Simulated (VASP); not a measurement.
# TiN: single point with r2SCAN

The system is TiN.

```
Ti N
1.0
     0.00000    2.10297    2.10297
     2.10297    0.00000    2.10297
     2.10297    2.10297    0.00000
Ti N
1 1
Cartesian
  0.0000 0.0000 0.0000
  2.1030 2.1030 2.1030
```

The cell is a database's computed one.

| Item | Value |
| --- | --- |
| Program | VASP 6.6.1 |
| Task | single point |
| Functional | r2SCAN |
| Potentials or basis | VASP PAW PBE potentials, release 64 (Ti_sv, N) |
| Cutoff | 520 eV |
| k mesh | 18 × 18 × 18 |
| Occupations | gaussian, width 0.1 eV |
| Spin | no spin polarisation |

```
Pressure               : 7.4 GPa
Band gap on the k mesh : none (metal or under the smearing width)
```

Levels at points of the mesh, in eV from the Fermi level:
```
           k point  band 5  band 6  band 7  band 8  band 9  band 10  band 11  band 12
(0.00, 0.00, 0.00)  -18.43   -2.43   -2.43   -2.43   -0.65    -0.65    -0.65     0.60
(0.50, 0.00, 0.00)  -15.88   -8.68   -6.06   -6.06    1.80     1.80     2.53     6.13
(0.50, 0.50, 0.00)  -17.06   -6.34   -3.66   -3.66   -3.21     1.72     2.54     2.54
```

Run time: 68 s on 1 thread of Intel(R) Xeon(R) 6975P-C (Granite Rapids), with other jobs on the host, peak memory 0.18 GiB.

Caveat: the PAW data sets were made with another functional, which shifts forces and pressure a little.
